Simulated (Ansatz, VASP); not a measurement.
Pd: VASP beside Ansatz

```
Pd
1.0
     2.34421    0.00000    0.00000
    -1.17210    2.03015    0.00000
     0.00000    0.00000    3.89045
Pd
2
Direct
  0.33333 0.66667 0.25000
  0.66667 0.33333 0.75000
```

Change from the starting cell: volume scaled by 0.6, LAPW.

Alike in both runs: task single point; functional PBE; k mesh 17 × 17 × 9; occupations fermi-dirac, width 0.1 eV; no spin polarisation.

|  | VASP | Ansatz |
| --- | --- | --- |
| version | VASP 6.6.1 | Ansatz 0.2.0 |
| potentials or method | VASP PAW PBE potentials, release 64 (Pd), cutoff 520 eV | all-electron LAPW, scalar-relativistic |

|  | VASP | Ansatz | Ansatz less VASP |
| --- | --- | --- | --- |
| pressure (GPa) | 325.2 | 325.1 | -0.09 |
| largest component of the traceless stress (GPa) | 0.31 | 0.17 | -0.136 |

Ansatz ran all-electron here, so the differences hold the error of VASP's frozen core and of both bases.

Caveats: the cell as given lies far from equilibrium; so large a pressure means that the cell lies far from this level's equilibrium, or that cutoff or potentials fall short (VASP).
